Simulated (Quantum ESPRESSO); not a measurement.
Ni: single point with PBEsol+U

Ni:

```
Ni
1.0
    -1.38372    1.38372    1.38372
     1.38372   -1.38372    1.38372
     1.38372    1.38372   -1.38372
Ni
1
Direct
  0.00000 0.00000 0.00000
```

This isn't the form of Ni at room conditions, which is fcc.

```yaml
Program: Quantum ESPRESSO 7.5
Task: single point
Functional: PBEsol
Potentials_or_basis: GBRV 1.5 PBEsol
Cutoff: 612 eV
Density_cutoff: 4898 eV
k_mesh: 13 × 13 × 13
Occupations: fermi-dirac, width 0.05 eV
Spin: collinear spin, ferromagnetic start
Starting_moments: "[1.0] μB"
Hubbard_terms: Ni d U = 3 eV
```

```yaml
Pressure: -4.7 GPa
Band_gap_on_the_k_mesh: none (metal or under the smearing width)
Net_moment: 0.62 μB per cell
Absolute_moment: 0.71 μB per cell
Site_moments: Ni +0.66 μB
Valence_electrons_inside_the_program's_atomic_spheres: Ni 16.56
```

Levels at points of the mesh, in eV from the Fermi level:
Spin up:
```csv
k point,band 7,band 8,band 9,band 10,band 11,band 12
"(0.00, 0.00, 0.00)",-2.97,-2.97,-1.39,-1.39,26.87,26.87
```
Spin down:
```csv
k point,band 7,band 8,band 9,band 10,band 11,band 12
"(0.00, 0.00, 0.00)",-1.64,-1.64,-0.65,-0.65,26.75,26.75
```

Eigenvalues of the final occupation matrices:
| site | spin | trace | eigenvalues |
| --- | --- | --- | --- |
| Ni 1 3d | 1 | 4.76 | 0.95 0.95 0.95 0.96 0.96 |
| Ni 1 3d | 2 | 4.14 | 0.77 0.77 0.77 0.91 0.91 |

Run time: 7.6 s on 2 MPI ranks on Arm Neoverse V2 (shared host), peak memory 0.14 GiB a rank.

Caveat: the U is typed as a test and isn't derived for this compound. The state reached can hang on the start; a lower one may exist.
